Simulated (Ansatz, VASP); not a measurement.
One calculation of MgO, two programs

```
Mg O
1.0
     0.00000    2.10702    2.10702
     2.10702    0.00000    2.10702
     2.10702    2.10702    0.00000
Mg O
1 1
Direct
  0.00000 0.00000 0.00000
  0.50000 0.50000 0.50000
```

Alike in both runs: functional PBEsol; k mesh 10 × 10 × 10; occupations gaussian, width 0.02 eV; no spin polarisation.

Ansatz relaxed the structure, and its values are those at the end. VASP's run is a single point on that final structure, the one shown.

|  | VASP | Ansatz |
| --- | --- | --- |
| version | VASP 6.6.1 | Ansatz 0.2.0 |
| potentials or method | VASP PAW PBE potentials, release 64 (Mg, O) | scalar-relativistic, plane waves, PAW |
| plane-wave cutoff (eV) | 520 | 420 |
| valence electrons in the cell | 8 | 16 |

|  | VASP | Ansatz | Ansatz less VASP |
| --- | --- | --- | --- |
| gap on the k mesh at the Fermi level (eV) | 4.62 | 4.62 | 0.000 |
| least direct gap on the mesh (eV) | 4.62 | 4.62 | 0.000 |
| pressure (GPa) | -0.5 | 0.0 | +0.51 |

The two sets of potentials don't hold the same shells in valence.

Caveats: the PAW data sets were made with another functional, which shifts forces and pressure a little (VASP). A hybrid or GW would open this gap; PBEsol tends to underestimate it.
